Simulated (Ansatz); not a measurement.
## BaTiO3: levels along high-symmetry lines

```
Ba Ti O
1.0
     2.82767    1.63255    2.31773
    -2.82767    1.63255    2.31773
     0.00000   -3.26511    2.31773
Ba Ti O
1 1 3
Cartesian
  0.0000 0.0000 0.0000
  0.0000 0.0000 3.5739
  0.0000 -1.5996 4.5536
  -1.3853 0.7998 4.5536
  1.3853 0.7998 4.5536
```

Atoms are numbered in the order listed.

The cell is COD entry 9014756, as deposited and not checked against the literature; nothing was relaxed.

Spin–orbit coupling is left out, though it moves levels of the heavy atoms by tenths of an eV or more.

All numbers below come from DFT, PBE, all-electron LAPW, scalar-relativistic (Ansatz 0.2.0).

Sampling and basis: a Γ-centred 9×9×9 k mesh, Fermi–Dirac smearing of 0.05 eV, basis error target 1 meV/atom, no spin polarisation.

Points in fractions of the reciprocal vectors of this cell: Γ (0, 0, 0), T (0.5, 0.5, 0.5), H2 (0.503, 0.497, 0.5), H0 (0.5, -0.497, 0.497), L (0.5, 0, 0), S0 (0.499, -0.499, 0), S2 (0.501, 0, 0.499), F (0.5, 0, 0.5). The path joins them by straight lines in the order Γ–T–H2–H0–L–Γ–S0–S2–F; legs that retrace an earlier one aren't tabulated. Energies are in eV from the top of the valence band.

Q: Is there a gap, and where are the band edges?

A: 2.40 eV, indirect from T (0.5, 0.5, 0.5) to Γ.

Q: List the levels between -20 and 5 eV at the symmetry points.

A: 
Γ: -16.78, -16.12 (×2), -9.82 (×3), -2.18 (×2), -2.17, -1.31 (×2), -1.09, -0.48, -0.35 (×2), 2.40 (×2), 2.53, 4.53 (×2)
T: -15.90, -15.89 (×2), -10.54 (×2), -10.53, -4.30, -3.65 (×2), -2.33 (×2), -2.29, -0.01 (×2), 0.00, 4.39, 4.52 (×2)
H2: -15.90, -15.89 (×2), -10.54 (×2), -10.53, -4.30, -3.65 (×2), -2.33 (×2), -2.29, -0.01 (×2), 0.00, 4.39, 4.52 (×2)
H0: -15.90, -15.89 (×2), -10.54 (×2), -10.53, -4.30, -3.65 (×2), -2.33 (×2), -2.29, -0.01 (×2), 0.00, 4.39, 4.52 (×2)
L: -17.01, -16.09, -15.83, -9.66, -9.65, -9.42, -3.86, -2.65, -2.64, -2.06 (×2), -1.65, -1.59, -0.91, -0.79, 2.55, 3.82, 3.91, 4.49
S0: -16.43, -16.07 (×2), -9.88 (×2), -9.45, -4.13, -3.95, -3.65, -2.66 (×2), -1.60, -0.85, -0.81, -0.05, 3.90 (×2), 4.25
S2: -16.43, -16.07 (×2), -9.88 (×2), -9.45, -4.13, -3.95, -3.65, -2.66 (×2), -1.60, -0.85, -0.81, -0.05, 3.90 (×2), 4.25
F: -16.43, -16.07 (×2), -9.88 (×2), -9.45, -4.13, -3.95, -3.65, -2.66 (×2), -1.60, -0.85, -0.81, -0.05, 3.90 (×2), 4.25
